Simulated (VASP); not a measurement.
# MgH₂: relaxation with set parts of the cell free, by dispersion and free to move

MgH₂, P1 (no. 1), 12 atoms in the cell.

| Dispersion | Free to move | Volume (Å³/atom) | Pressure in a fresh run at the final cell (GPa) | Pressure printed at the end of the relaxation (GPa) | Ionic steps, all stages | Electronic steps, all stages | Time (s) |
|---|---|---|---|---|---|---|---|
| D3(BJ) | atoms | 9.145 | 0.32 | 0.32 | 48 | 276 | 277 |
| D3(BJ) | atoms, shape and volume | 9.376 | 0.05 | 0.04 | 57 | 317 | 310 |
| D3(BJ) | atoms and shape at fixed volume | 9.145 | 1.40 | 1.40 | 52 | 300 | 251 |
| D3(BJ) | atoms and volume | 9.191 | 0.00 | 0.00 | 54 | 300 | 194 |
| D3(BJ) | atoms and the z components of the lattice | 8.771 | 2.86 | 2.86 | 47 | 265 | 183 |
| D3(BJ) | atoms and the x and y components of the lattice | 9.333 | 0.30 | 0.29 | 67 | 366 | 224 |
| D3(BJ) | atoms and the y and z components of the lattice | 9.333 | 0.30 | 0.30 | 57 | 313 | 192 |
| none | atoms | 9.145 | 3.00 | 3.00 | 48 | 273 | 135 |
| none | atoms, shape and volume | 9.844 | 0.01 | 0.00 | 53 | 309 | 148 |
| none | atoms and shape at fixed volume | 9.145 | 4.09 | 4.09 | 57 | 329 | 153 |
| none | shape alone | 9.145 | -2.16 | -2.16 | 17 | 84 | 41 |
| none | shape and volume | 8.812 | -0.01 | 0.00 | 21 | 96 | 47 |
| none | volume alone | 8.822 | 0.00 | 0.00 | 8 | 51 | 24 |
| none | atoms and volume | 9.707 | 0.15 | 0.15 | 55 | 300 | 152 |
| none | atoms and the z components of the lattice | 8.973 | 4.21 | 4.21 | 47 | 270 | 126 |
| none | atoms and the x and y components of the lattice | 10.141 | -1.53 | -1.55 | 48 | 282 | 133 |
| none | atoms and the y and z components of the lattice | 9.717 | 0.72 | 0.71 | 52 | 303 | 144 |

Limits: the start was distorted on purpose (random strain, atoms moved at random), so the space group given is the start's and not the crystal's.

## Input of the first row

INCAR.step1:
```
PREC = Accurate
ENCUT = 350
EDIFF = 1E-6
ISMEAR = 0
SIGMA = 0.05
LREAL = F
LASPH = T
NELM = 100
ALGO = Normal
LWAVE = F
LCHARG = F
GGA = PE
IVDW = 12
IBRION = 2
NSW = 60
ISIF = 2
EDIFFG = -0.01
POTIM = 0.5
ISYM = 0
KPAR = 4
```

INCAR.step3, as INCAR.step1 but for:
```
- IBRION = 2
- NSW = 60
- EDIFFG = -0.01
- POTIM = 0.5
+ NSW = 0
```

KPOINTS:
```
k-points
0
Gamma
  4 4 4
```

POSCAR.step1:
```
MgH2
1.0
    4.7785920000     -0.0114660000     -0.0049170000
   -0.0114660000      4.8052490000      0.0244650000
   -0.0049170000      0.0244650000      4.7794960000
Mg H
4 8
Direct
    0.0044580000      0.0070720000      0.0013810000
   -0.0115330000      0.5078840000      0.5025060000
    0.4958980000      0.0047400000      0.5017120000
    0.5039590000      0.4993790000      0.0034790000
    0.2439630000      0.7475230000      0.7435000000
    0.2569140000      0.2494890000      0.7453400000
    0.2435220000      0.2466090000      0.2482550000
    0.2484330000      0.7616540000      0.2579410000
    0.7248100000      0.7307820000      0.2464810000
    0.7470110000      0.2511750000      0.2502840000
    0.7716470000      0.2383180000      0.7445140000
    0.7709190000      0.7553760000      0.7546070000
```

POSCAR.step3:
```
MgH2
1.0
    4.7785920000     -0.0114660000     -0.0049170000
   -0.0114660000      4.8052490000      0.0244650000
   -0.0049170000      0.0244650000      4.7794960000
Mg H
4 8
Direct
    0.0043231381      0.0561331972      0.9975937155
    0.0051205131      0.5556524414      0.5008478941
    0.5054146900      0.9444428110      0.5038737356
    0.5067542691      0.4443991230      0.9969981786
    0.3160895359      0.6610103933      0.7339463789
    0.3174718503      0.1609678283      0.7667942247
    0.1779381207      0.3553539929      0.2139134645
    0.1780080911      0.8556678382      0.2856568197
    0.6774476080      0.6481434686      0.2841576463
    0.6795182244      0.1480925483      0.2167936686
    0.8153664109      0.3352930117      0.7625309640
    0.8165485483      0.8348443461      0.7368933093
```

Commands (each step's output is kept before the next begins):
```
cat potpaw_PBE.64/Mg/POTCAR potpaw_PBE.64/H/POTCAR > POTCAR
cp INCAR.step1 INCAR
cp POSCAR.step1 POSCAR
mpirun -np 4 vasp_std > vasp.out
cp CONTCAR POSCAR
mpirun -np 4 vasp_std > vasp.out
cp CONTCAR POSCAR
cp INCAR.step3 INCAR
cp POSCAR.step3 POSCAR
mpirun -np 4 vasp_std > vasp.out
```

Changes of the last row against the first:
```
(step 1)
- GGA = PE
- IVDW = 12
- NSW = 60
- ISIF = 2
+ NSW = 80
+ ISIF = 3
+ LATTICE_CONSTRAINTS = .FALSE. .TRUE. .TRUE.
(step 2)
- GGA = PE
- IVDW = 12
- NSW = 60
- ISIF = 2
+ NSW = 80
+ ISIF = 3
+ LATTICE_CONSTRAINTS = .FALSE. .TRUE. .TRUE.
(step 3)
- GGA = PE
- IVDW = 12
```

VASP 6.6.1 took 277 s on 4 cores (Intel Xeon 6975P-C (Granite Rapids)), a shared host.
